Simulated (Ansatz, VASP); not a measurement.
One calculation of LiCl, two programs

File POSCAR:

```
LiCl
1.0
    0.0255603699      2.5560369926      2.5560369926
    2.5560369926      0.0255603699      2.5560369926
    2.5815973625      2.5815973625      0.0000000000
Li Cl
1 1
Direct
    0.0000000000      0.0000000000      0.0000000000
    0.5000000000      0.5000000000      0.5000000000
```

INCAR.step1

```
SYSTEM = LiCl
ALGO = Normal
EDIFF = 1E-4
ENCUT = 520
GGA = PE
ISMEAR = 0
LASPH = .TRUE.
LCHARG = .FALSE.
LREAL = .FALSE.
LWAVE = .TRUE.
NBANDS = 12
NELM = 80
PREC = Accurate
SIGMA = 0.01
```

INCAR.step2

```
SYSTEM = LiCl
ALGO = Normal
EDIFF = 1E-7
ENCUT = 520
ISIF = 2
ISMEAR = 0
ISTART = 1
LASPH = .TRUE.
LCHARG = .FALSE.
LMIXTAU = .TRUE.
LREAL = .FALSE.
LWAVE = .FALSE.
METAGGA = R2SCAN
NBANDS = 12
NELM = 80
PREC = Accurate
SIGMA = 0.01
```

Contents of KPOINTS:

```
k-points
0
G
  8 8 8
  0 0 0
```

Input for Ansatz:

```yaml
crystal:
  lattice:
    - [0.0255603699, 2.5560369926, 2.5560369926]
    - [2.5560369926, 0.0255603699, 2.5560369926]
    - [2.5815973625, 2.5815973625, 0.0]
  atoms:
    - { symbol: Li, position: [0.0, 0.0, 0.0] }
    - { symbol: Cl, position: [0.5, 0.5, 0.5] }
kpoints:
  mp_grid: { grid: [8, 8, 8] }
  band_path:
    path:
      - [0.0, 0.0, 0.0]
      - [0.5, 0.0, 0.5]
      - [0.625, 0.25, 0.625]
      - [0.375, 0.375, 0.75]
      - [0.5, 0.5, 0.5]
      - [0.5, 0.25, 0.75]
      - [0.0625, 0.0625, 0.125]
    npoints: 1
hamiltonian:
  xc: r2scan
scf:
  occupations: { method: fixed }
  n_extra_bands: 4
output:
  forces: true
  stress: true
  eigenvalues: true
```

Change from the starting cell: shear_xy strain +2.0%.

Alike in both runs: task single point; functional r2SCAN; k mesh 8 × 8 × 8; no spin polarisation.

|  | VASP | Ansatz |
| --- | --- | --- |
| version | VASP 6.6.1 | Ansatz 0.2.0 |
| potentials or method | VASP PAW PBE potentials, release 64 (Li_sv, Cl) | plane waves, PAW |
| plane-wave cutoff (eV) | 520 | 500 |
| occupations | gaussian, width 0.01 eV | fixed |
| valence electrons in the cell | 10 | 10 |

```csv
,VASP,Ansatz,Ansatz less VASP
gap on the k mesh at the Fermi level (eV),7.30,7.22,-0.071
```

 A k mesh can miss the band edges.
